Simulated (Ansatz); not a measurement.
Born–Oppenheimer molecular dynamics of a periodic cell of 17 atoms, Nb₁₆H (host Nb, host structure bcc, interstitial H). It goes on from the last frame of an earlier run, with new velocities.

All numbers below come from DFT PBEsol, scalar-relativistic, plane waves, PAW (Ansatz 0.2.0). Settings: cutoff 420 eV, k mesh 2x2x2, fermi-dirac smearing 0.05 eV, no spin polarisation.

* ensemble: NVT, Langevin thermostat
* time step: 0.5 fs
* steps asked: 240
* set temperature: 1680 K
* friction: 0.005 /fs
* seed: 166959

Frames 1 fs apart, positions in Å, forces in eV/Å.

Velocities at 70 fs (Å/ps):

```
Nb 0.14 6.63 0.38
Nb -3.82 0.49 -3.39
Nb 1.73 -4.81 -0.24
Nb -0.85 -2.23 4.95
Nb 5.01 -1.02 -2.00
Nb 1.95 -2.02 7.76
Nb -7.31 -0.37 5.65
Nb -5.51 1.52 1.10
Nb -1.75 1.20 2.21
Nb -1.20 -1.95 -3.80
Nb -5.43 2.94 -1.19
Nb -2.04 -0.54 -3.26
Nb -1.14 -3.54 -1.88
Nb -0.26 4.68 -2.53
Nb -4.27 6.63 3.44
Nb -0.23 4.41 -4.75
H -15.62 1.39 -25.88
```

```xyz
17
Lattice="6.6000 0.0000 0.0000 0.0000 6.6000 0.0000 0.0000 0.0000 6.6000" Properties=species:S:1:pos:R:3:forces:R:3 time_fs=70 energy_less_start_eV=1.214 T=1314
Nb 0.083 0.066 -0.044 -0.62 -0.43 1.47
Nb 3.357 0.065 -0.058 -0.68 -0.24 -0.48
Nb -0.176 3.232 0.228 0.99 0.18 -2.03
Nb 0.071 -0.049 3.567 -0.34 0.14 -2.46
Nb 1.652 1.551 1.721 -0.45 1.68 -1.17
Nb 3.298 3.362 -0.297 0.33 -0.90 2.14
Nb 3.158 0.087 3.132 1.09 -0.64 0.56
Nb 4.948 1.619 1.703 -0.23 -0.38 -1.08
Nb -0.254 3.404 3.209 1.70 -0.88 0.64
Nb 1.601 4.926 1.528 -0.28 0.50 0.79
Nb 1.693 1.892 4.918 -0.74 -1.88 0.11
Nb 3.237 3.295 3.006 -0.26 0.58 1.25
Nb 4.875 4.997 1.448 -0.11 -0.11 0.91
Nb 5.038 1.426 4.835 -1.33 2.63 0.33
Nb 1.398 4.862 5.157 0.83 0.46 -1.57
Nb 4.910 4.938 4.817 -0.82 0.13 0.56
H 2.938 5.222 4.205 0.92 -0.84 0.05
17
Lattice="6.6000 0.0000 0.0000 0.0000 6.6000 0.0000 0.0000 0.0000 6.6000" Properties=species:S:1:pos:R:3:forces:R:3 time_fs=71 energy_less_start_eV=1.227 T=1303
Nb 0.083 0.072 -0.043 -0.66 -0.46 1.47
Nb 3.353 0.065 -0.061 -0.63 -0.24 -0.44
Nb -0.174 3.227 0.227 0.96 0.23 -2.02
Nb 0.070 -0.051 3.572 -0.35 0.18 -2.52
Nb 1.657 1.550 1.720 -0.51 1.68 -1.16
Nb 3.300 3.361 -0.290 0.32 -0.86 2.04
Nb 3.151 0.087 3.138 1.14 -0.55 0.45
Nb 4.943 1.621 1.704 -0.19 -0.41 -1.09
Nb -0.256 3.405 3.211 1.70 -0.88 0.60
Nb 1.599 4.924 1.524 -0.28 0.50 0.82
Nb 1.687 1.895 4.917 -0.69 -1.87 0.13
Nb 3.235 3.294 3.003 -0.25 0.62 1.30
Nb 4.874 4.994 1.446 -0.12 -0.07 0.90
Nb 5.037 1.431 4.833 -1.35 2.61 0.34
Nb 1.394 4.869 5.160 0.90 0.41 -1.59
Nb 4.909 4.943 4.813 -0.87 0.09 0.62
H 2.928 5.218 4.181 0.88 -0.96 0.12
17
Lattice="6.6000 0.0000 0.0000 0.0000 6.6000 0.0000 0.0000 0.0000 6.6000" Properties=species:S:1:pos:R:3:forces:R:3 time_fs=72 energy_less_start_eV=1.222 T=1345
Nb 0.083 0.078 -0.042 -0.69 -0.48 1.46
Nb 3.348 0.066 -0.065 -0.59 -0.23 -0.38
Nb -0.173 3.223 0.226 0.93 0.28 -2.01
Nb 0.070 -0.053 3.577 -0.35 0.21 -2.58
Nb 1.662 1.550 1.718 -0.57 1.68 -1.14
Nb 3.302 3.359 -0.282 0.31 -0.83 1.95
Nb 3.144 0.086 3.144 1.17 -0.50 0.37
Nb 4.938 1.622 1.705 -0.15 -0.45 -1.10
Nb -0.257 3.406 3.214 1.69 -0.88 0.56
Nb 1.597 4.921 1.520 -0.28 0.51 0.86
Nb 1.682 1.898 4.916 -0.65 -1.87 0.15
Nb 3.232 3.293 3.000 -0.24 0.66 1.35
Nb 4.873 4.991 1.444 -0.12 -0.04 0.89
Nb 5.036 1.435 4.830 -1.36 2.58 0.36
Nb 1.390 4.876 5.163 0.99 0.36 -1.61
Nb 4.908 4.949 4.808 -0.90 0.03 0.69
H 2.927 5.207 4.161 0.81 -1.04 0.18
17
Lattice="6.6000 0.0000 0.0000 0.0000 6.6000 0.0000 0.0000 0.0000 6.6000" Properties=species:S:1:pos:R:3:forces:R:3 time_fs=73 energy_less_start_eV=1.202 T=1374
Nb 0.083 0.084 -0.040 -0.73 -0.49 1.45
Nb 3.345 0.067 -0.069 -0.55 -0.23 -0.33
Nb -0.171 3.219 0.225 0.89 0.33 -2.00
Nb 0.069 -0.056 3.582 -0.35 0.25 -2.64
Nb 1.667 1.550 1.715 -0.64 1.67 -1.13
Nb 3.303 3.357 -0.274 0.30 -0.80 1.86
Nb 3.138 0.085 3.150 1.20 -0.48 0.30
Nb 4.933 1.624 1.706 -0.11 -0.50 -1.11
Nb -0.258 3.407 3.217 1.69 -0.88 0.52
Nb 1.595 4.919 1.515 -0.26 0.52 0.90
Nb 1.677 1.901 4.915 -0.61 -1.87 0.17
Nb 3.230 3.292 2.996 -0.24 0.70 1.40
Nb 4.872 4.988 1.442 -0.12 -0.01 0.88
Nb 5.035 1.440 4.828 -1.37 2.56 0.38
Nb 1.386 4.884 5.165 1.10 0.31 -1.66
Nb 4.906 4.954 4.803 -0.91 -0.02 0.76
H 2.939 5.191 4.146 0.70 -1.08 0.23
17
Lattice="6.6000 0.0000 0.0000 0.0000 6.6000 0.0000 0.0000 0.0000 6.6000" Properties=species:S:1:pos:R:3:forces:R:3 time_fs=74 energy_less_start_eV=1.175 T=1343
Nb 0.083 0.089 -0.038 -0.78 -0.50 1.44
Nb 3.341 0.068 -0.074 -0.52 -0.23 -0.27
Nb -0.168 3.216 0.223 0.84 0.38 -1.98
Nb 0.068 -0.058 3.586 -0.35 0.28 -2.70
Nb 1.672 1.549 1.713 -0.69 1.66 -1.11
Nb 3.303 3.356 -0.266 0.29 -0.77 1.76
Nb 3.131 0.085 3.156 1.21 -0.50 0.26
Nb 4.927 1.626 1.706 -0.07 -0.54 -1.11
Nb -0.258 3.407 3.220 1.69 -0.87 0.48
Nb 1.593 4.917 1.510 -0.25 0.52 0.95
Nb 1.671 1.904 4.914 -0.56 -1.87 0.20
Nb 3.228 3.291 2.993 -0.23 0.74 1.45
Nb 4.870 4.985 1.441 -0.12 0.02 0.87
Nb 5.034 1.445 4.827 -1.38 2.54 0.40
Nb 1.382 4.891 5.167 1.23 0.26 -1.71
Nb 4.904 4.959 4.799 -0.90 -0.06 0.83
H 2.957 5.166 4.131 0.58 -1.07 0.25
17
Lattice="6.6000 0.0000 0.0000 0.0000 6.6000 0.0000 0.0000 0.0000 6.6000" Properties=species:S:1:pos:R:3:forces:R:3 time_fs=75 energy_less_start_eV=1.138 T=1370
Nb 0.083 0.094 -0.035 -0.82 -0.50 1.42
Nb 3.338 0.069 -0.078 -0.49 -0.22 -0.21
Nb -0.165 3.213 0.221 0.79 0.42 -1.97
Nb 0.067 -0.060 3.591 -0.35 0.30 -2.76
Nb 1.676 1.549 1.711 -0.75 1.64 -1.10
Nb 3.303 3.355 -0.258 0.27 -0.74 1.66
Nb 3.125 0.084 3.163 1.22 -0.57 0.26
Nb 4.922 1.628 1.706 -0.03 -0.59 -1.11
Nb -0.259 3.407 3.222 1.69 -0.87 0.44
Nb 1.591 4.915 1.504 -0.23 0.54 1.00
Nb 1.664 1.907 4.912 -0.52 -1.87 0.23
Nb 3.225 3.289 2.990 -0.22 0.77 1.49
Nb 4.869 4.982 1.440 -0.12 0.04 0.85
Nb 5.033 1.450 4.826 -1.40 2.52 0.42
Nb 1.378 4.899 5.169 1.34 0.21 -1.75
Nb 4.902 4.965 4.794 -0.88 -0.11 0.91
H 2.978 5.131 4.115 0.46 -0.97 0.22
17
Lattice="6.6000 0.0000 0.0000 0.0000 6.6000 0.0000 0.0000 0.0000 6.6000" Properties=species:S:1:pos:R:3:forces:R:3 time_fs=76 energy_less_start_eV=1.103 T=1394
Nb 0.082 0.099 -0.033 -0.86 -0.50 1.41
Nb 3.334 0.070 -0.083 -0.46 -0.22 -0.15
Nb -0.161 3.210 0.218 0.74 0.47 -1.96
Nb 0.066 -0.062 3.596 -0.35 0.33 -2.82
Nb 1.679 1.549 1.710 -0.80 1.62 -1.08
Nb 3.304 3.353 -0.250 0.26 -0.71 1.56
Nb 3.118 0.083 3.170 1.23 -0.67 0.26
Nb 4.917 1.629 1.705 0.02 -0.64 -1.10
Nb -0.260 3.406 3.225 1.69 -0.87 0.39
Nb 1.589 4.912 1.499 -0.20 0.55 1.05
Nb 1.658 1.909 4.911 -0.47 -1.87 0.26
Nb 3.223 3.288 2.986 -0.21 0.79 1.52
Nb 4.869 4.979 1.439 -0.12 0.06 0.84
Nb 5.033 1.455 4.824 -1.41 2.50 0.43
Nb 1.375 4.907 5.170 1.47 0.14 -1.81
Nb 4.900 4.969 4.790 -0.84 -0.15 1.00
H 3.006 5.091 4.098 0.30 -0.83 0.20
17
Lattice="6.6000 0.0000 0.0000 0.0000 6.6000 0.0000 0.0000 0.0000 6.6000" Properties=species:S:1:pos:R:3:forces:R:3 time_fs=77 energy_less_start_eV=1.074 T=1385
Nb 0.082 0.103 -0.030 -0.89 -0.49 1.39
Nb 3.331 0.071 -0.087 -0.43 -0.22 -0.10
Nb -0.157 3.207 0.215 0.69 0.51 -1.94
Nb 0.065 -0.065 3.601 -0.35 0.36 -2.89
Nb 1.683 1.550 1.707 -0.86 1.58 -1.07
Nb 3.305 3.352 -0.243 0.24 -0.68 1.46
Nb 3.112 0.082 3.177 1.24 -0.78 0.27
Nb 4.911 1.631 1.704 0.07 -0.68 -1.09
Nb -0.260 3.406 3.228 1.69 -0.87 0.34
Nb 1.586 4.910 1.494 -0.17 0.56 1.10
Nb 1.652 1.911 4.909 -0.41 -1.86 0.30
Nb 3.221 3.286 2.982 -0.19 0.78 1.53
Nb 4.869 4.976 1.438 -0.12 0.09 0.82
Nb 5.032 1.460 4.823 -1.43 2.47 0.46
Nb 1.371 4.915 5.171 1.62 0.07 -1.85
Nb 4.899 4.975 4.785 -0.80 -0.19 1.09
H 3.038 5.045 4.076 0.12 -0.65 0.18
17
Lattice="6.6000 0.0000 0.0000 0.0000 6.6000 0.0000 0.0000 0.0000 6.6000" Properties=species:S:1:pos:R:3:forces:R:3 time_fs=78 energy_less_start_eV=1.053 T=1441
Nb 0.082 0.108 -0.027 -0.93 -0.49 1.37
Nb 3.328 0.072 -0.092 -0.40 -0.22 -0.06
Nb -0.153 3.204 0.212 0.63 0.56 -1.93
Nb 0.065 -0.068 3.606 -0.35 0.39 -2.95
Nb 1.687 1.550 1.705 -0.91 1.54 -1.04
Nb 3.305 3.351 -0.235 0.22 -0.65 1.35
Nb 3.107 0.082 3.184 1.24 -0.94 0.29
Nb 4.905 1.631 1.703 0.12 -0.73 -1.08
Nb -0.260 3.405 3.232 1.69 -0.88 0.28
Nb 1.583 4.907 1.489 -0.14 0.57 1.14
Nb 1.645 1.912 4.908 -0.36 -1.85 0.34
Nb 3.220 3.284 2.979 -0.18 0.74 1.52
Nb 4.869 4.973 1.437 -0.12 0.11 0.81
Nb 5.031 1.465 4.821 -1.44 2.45 0.49
Nb 1.369 4.923 5.170 1.74 -0.01 -1.88
Nb 4.898 4.979 4.780 -0.74 -0.23 1.20
H 3.073 4.990 4.057 -0.07 -0.36 0.15
17
Lattice="6.6000 0.0000 0.0000 0.0000 6.6000 0.0000 0.0000 0.0000 6.6000" Properties=species:S:1:pos:R:3:forces:R:3 time_fs=79 energy_less_start_eV=1.050 T=1418
Nb 0.082 0.112 -0.024 -0.97 -0.48 1.35
Nb 3.324 0.073 -0.096 -0.37 -0.22 -0.02
Nb -0.150 3.200 0.209 0.58 0.60 -1.91
Nb 0.064 -0.069 3.610 -0.35 0.41 -3.02
Nb 1.690 1.551 1.702 -0.97 1.49 -1.01
Nb 3.304 3.350 -0.228 0.20 -0.62 1.24
Nb 3.102 0.081 3.190 1.25 -1.09 0.30
Nb 4.899 1.632 1.702 0.18 -0.77 -1.07
Nb -0.260 3.404 3.236 1.68 -0.88 0.22
Nb 1.581 4.906 1.485 -0.11 0.57 1.18
Nb 1.638 1.913 4.906 -0.30 -1.83 0.37
Nb 3.219 3.281 2.976 -0.17 0.67 1.47
Nb 4.868 4.969 1.435 -0.12 0.13 0.80
Nb 5.030 1.470 4.820 -1.46 2.41 0.52
Nb 1.366 4.931 5.170 1.84 -0.09 -1.89
Nb 4.896 4.984 4.775 -0.67 -0.25 1.31
H 3.104 4.931 4.042 -0.24 -0.03 0.15
17
Lattice="6.6000 0.0000 0.0000 0.0000 6.6000 0.0000 0.0000 0.0000 6.6000" Properties=species:S:1:pos:R:3:forces:R:3 time_fs=80 energy_less_start_eV=1.071 T=1424
Nb 0.082 0.116 -0.021 -1.02 -0.48 1.32
Nb 3.320 0.075 -0.101 -0.34 -0.23 0.00
Nb -0.146 3.198 0.205 0.53 0.64 -1.89
Nb 0.062 -0.071 3.615 -0.35 0.43 -3.08
Nb 1.693 1.552 1.698 -1.02 1.44 -0.97
Nb 3.304 3.349 -0.220 0.19 -0.59 1.13
Nb 3.097 0.079 3.197 1.25 -1.22 0.30
Nb 4.894 1.633 1.700 0.23 -0.81 -1.05
Nb -0.259 3.403 3.239 1.68 -0.88 0.16
Nb 1.578 4.904 1.480 -0.07 0.58 1.23
Nb 1.631 1.913 4.904 -0.24 -1.82 0.41
Nb 3.217 3.279 2.974 -0.16 0.53 1.38
Nb 4.868 4.965 1.435 -0.12 0.16 0.79
Nb 5.029 1.476 4.818 -1.48 2.37 0.56
Nb 1.363 4.939 5.169 1.93 -0.18 -1.90
Nb 4.894 4.989 4.770 -0.60 -0.27 1.41
H 3.136 4.871 4.028 -0.41 0.33 0.20
17
Lattice="6.6000 0.0000 0.0000 0.0000 6.6000 0.0000 0.0000 0.0000 6.6000" Properties=species:S:1:pos:R:3:forces:R:3 time_fs=81 energy_less_start_eV=1.115 T=1381
Nb 0.082 0.120 -0.019 -1.06 -0.47 1.30
Nb 3.316 0.077 -0.105 -0.30 -0.24 0.04
Nb -0.143 3.195 0.201 0.48 0.67 -1.86
Nb 0.061 -0.073 3.619 -0.35 0.46 -3.15
Nb 1.696 1.552 1.694 -1.07 1.39 -0.93
Nb 3.303 3.347 -0.213 0.17 -0.56 1.01
Nb 3.092 0.077 3.203 1.26 -1.31 0.27
Nb 4.889 1.633 1.698 0.27 -0.85 -1.03
Nb -0.259 3.401 3.243 1.67 -0.87 0.09
Nb 1.575 4.902 1.475 -0.04 0.59 1.27
Nb 1.623 1.914 4.902 -0.18 -1.80 0.44
Nb 3.217 3.277 2.973 -0.16 0.37 1.26
Nb 4.866 4.962 1.434 -0.12 0.18 0.78
Nb 5.028 1.482 4.816 -1.49 2.32 0.60
Nb 1.361 4.948 5.168 2.00 -0.27 -1.91
Nb 4.892 4.994 4.766 -0.54 -0.29 1.51
H 3.163 4.816 4.018 -0.55 0.68 0.30
```

Of the whole run (120 fs, mean temperature of the second half 1518 K): A run of 0.12 ps of so small a system gives no equilibrium averages. Limits of this set-up: coarse k mesh, odd electron count without spin, a small cell, in which the defect meets its images.

Time of the run: 24 min on 2 threads of AMD EPYC 7R43 64-Core Processor (Zen 3), with other jobs on the host, peak memory 1.1 GiB.
